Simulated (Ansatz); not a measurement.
This is a one-shot G0W0 calculation with the plane-wave code Ansatz on SiC in the wurtzite structure; the level of theory is G0W0@PBE with 155 empty bands, a screening cutoff of 140 eV and a 6×6×4 mesh. The geometry is the r2SCAN minimum.

```yaml
crystal:
  lattice:
    - [3.0753562473, 0.0, 0.0]
    - [-1.5376781236, 2.6633366358, 0.0]
    - [0.0, 0.0, 5.0481081049]
  atoms:
    - { symbol: Si, position: [0.3333333333, 0.6666666667, -0.0004084052] }
    - { symbol: Si, position: [0.6666666667, 0.3333333333, 0.4995915948] }
    - { symbol: C, position: [0.3333333333, 0.6666666667, 0.3754084052] }
    - { symbol: C, position: [0.6666666667, 0.3333333333, 0.8754084052] }
kpoints:
  mp_grid: { grid: [6, 6, 4] }
hamiltonian:
  xc: pbe
scf:
  occupations: { method: fixed }
gw:
  n_empty_bands: 155
  ecut_chi: 140
  qp_bands: [v2, c2]
  qp_kpoints: band_edges
  screening: { model: contour_deformation }
```

Some lines of the output have been replaced by numbered gaps.
```
Functional definition: PBE
Crystal: 4 atoms, lattice volume = 41.348 Å³
[1]
Bands: 12, of which v1, the nominal top of the filled ones, is band 8 counted from 1 (7 counted from 0)
[2]
preconditioner: auto → none  [insulator: Δε(μ)=2.251 eV  ℏωp=23.1 eV]
SCF 1 converged in 6 iterations: F = -1774.291553 eV  dr2 = 1.05e-10
SCF converged after 6 iterations
Free energy (F): -1774.291553 eV
Fermi energy:    9.641598 eV
--- Per-component energies (eV) ---
  E_band       = 57.660511
  E_kinetic    = 271.753413
  E_local      = -210.558996
  E_nonlocal   = 103.657617
  E_hartree    = 65.065474
  E_xc         = -211.116827
  E_vxc        = -218.886400
  E_paw        = -1224.181973
  E_vpaw       = -18.436051
  E_ewald      = -568.910287
--- G₀W₀: contour deformation, 6 samples at zero and on the imaginary axis and 1 off it, 144 q-points, 155 empty bands' worth ---
    ik  band        ε_KS         Σx   Σc(E_QP)       V_xc       Z   E_QP_lin       E_QP  E_QP is
     0     7      9.6416   -18.3516     2.0003   -15.7973  0.7898     9.0856     9.0876  root
     0     8      9.6416   -18.3516     2.0003   -15.7973  0.7898     9.0856     9.0876  root
     0     9     14.4439    -9.1750    -4.7761   -14.4750  0.8038    14.9699    14.9678  root
     0    10     15.8353    -9.2739    -5.2162   -15.0088  0.7866    16.3568    16.3540  root
     1     7      9.4200   -18.4126     2.0729   -15.7626  0.7892     8.8406     8.8429  root
     1     8      9.4200   -18.4126     2.0729   -15.7626  0.7892     8.8406     8.8429  root
     1     9     14.7259  [3]
     1    10     16.4314    -7.5887    -5.1243   -13.2720  0.7991    16.9935    16.9904  root
     3     7      9.1695   -18.2817     2.0383   -15.6551  0.7890     8.5787     8.5811  root
     3     8      9.3544  [4]
     3     9     14.5175    -7.8886    -4.7282   -13.0669  0.8078    14.9692    14.9676  root
     3    10     16.3978    -8.5208    -5.3023   -14.3894  0.7867    16.9678    16.9641  root
     4     7      8.5690   -18.2087     2.2239   -15.3417  0.7866     7.9228     7.9260  root
     4     8      9.0345   -18.4550     2.1726   -15.6706  0.7880     8.4199     8.4227  root
     4     9     14.4447  [5]
     4    10     16.0856    -7.4588    -5.0981   -13.0808  0.7973    16.6120    16.6094  root
     6     7      7.8062  [6]
     6     8      8.7306   -18.6003     2.2753   -15.6871  0.7865     8.0896     8.0927  root
     6     9     13.0132    -7.4381    -4.4031   -12.1910  0.8161    13.3638    13.3630  root
     6    10     14.5422    -6.9968    -4.7159   -12.1265  0.8042    14.9573    14.9559  root
     7     7      8.0976   -18.3322     2.3537   -15.3021  0.7842     7.4173     7.4211  root
     7     8      8.3250   -18.5137     2.3745   -15.4680  0.7850     7.6501     7.6538  root
     7     9     12.9831    -7.5746    -4.3827   -12.3014  0.8145    13.3280    13.3272  root
     7    10     14.0220    -7.1243    -4.6420   -12.1518  0.8099    14.4086    14.4074  root
     8     7      7.5393   -18.4886     2.6050   -15.1516  0.7807     6.8023     6.8073  root
     8     8      7.5393   -18.4886     2.6050   -15.1516  0.7807     6.8023     6.8073  root
     8     9     13.4654    -7.5125    -4.4828   -12.3592  0.8117    13.8301    13.8292  root
     8    10     13.4654    -7.5125    -4.4828   -12.3592  0.8117    13.8301    13.8292  root
     9     7      6.3540   -17.2290     2.6065   -13.8608  0.7760     5.5863     5.5923  root
     9     8      8.4449   -18.6483     2.3602   -15.6268  0.7852     7.7802     7.7837  root
     9     9     12.4202    -7.3010    -4.2979   -11.9167  0.8187    12.7386    12.7380  root
     9    10     13.8648    -7.5905    -4.4631   -12.4436  0.8049    14.2560    14.2549  root
    10     7      7.3076   -17.9071     2.4704   -14.7133  0.7813     6.5793     6.5842  root
    10     8      8.0160   -18.5553     2.4667   -15.3936  0.7834     7.3168     7.3210  root
    10     9     12.7437    -7.2798    -4.3688   -11.9776  0.8172    13.0734    13.0727  root
    10    10     12.9026    -7.7617    -4.2747   -12.3693  0.8115    13.2362    13.2355  root
  […]
```

The points are ik 0 = (0, 0, 0) (Γ), ik 1 = (0, 0, 1/4), ik 3 = (0, 1/6, 0), ik 4 = (0, 1/6, 1/4), ik 6 = (0, 1/3, 0), ik 7 = (0, 1/3, 1/4), ik 8 = (0, 1/3, -1/2), ik 9 = (0, -1/2, 0), ik 10 = (0, -1/2, 1/4), ik 17 = (1/6, 1/3, -1/2), ik 18 = (1/3, 1/3, 0), ik 20 = (1/3, 1/3, -1/2); band 8 is the last filled one.

**Question.** What stood in the gaps? They hold quasiparticle rows, cutoff and plane waves at Γ, the symmetry found.

**Answer.**
```
[1]
Basis set: ecut = 420 eV, 785 PW (Γ)
[2]
Symmetry: 12 space group operations
Space group: P63mc (ITA 186)
[3]
     1     9     14.7259    -9.0834    -4.8381   -14.4539  0.8027    15.2606    15.2583  root
[4]
     3     8      9.3544   -18.4965     2.0927   -15.8211  0.7889     8.7693     8.7717  root
[5]
     4     9     14.4447    -7.6950    -4.7274   -12.8603  0.8084    14.8841    14.8826  root
[6]
     6     7      7.8062   -17.8753     2.3008   -14.8910  0.7844     7.1186     7.1227  root
```
Only the leading digits can be foreseen; the rest is this run's record.

G0W0 moves the gap on the mesh from 2.27 eV (PBE) to 3.05 eV (Γ to k = (1/3, 1/3, 0)). Renormalisation factors Z lie between 0.76 and 0.82. The G0W0 figures hold for the stated bands, cutoff and mesh and aren't extrapolated.

Command: `ansatz run input.yaml --threads 2 --pin off --max-ram 3686MiB --backend cpu --events-out ev --progress --plain --runs-dir out`. It took 32 s on 2 threads of Intel(R) Xeon(R) 6975P-C (Granite Rapids), with other jobs on the host, load about 0.2 per core; peak host memory 0.56 GiB.

The values are computed, spin-unpolarised, and not measurements.
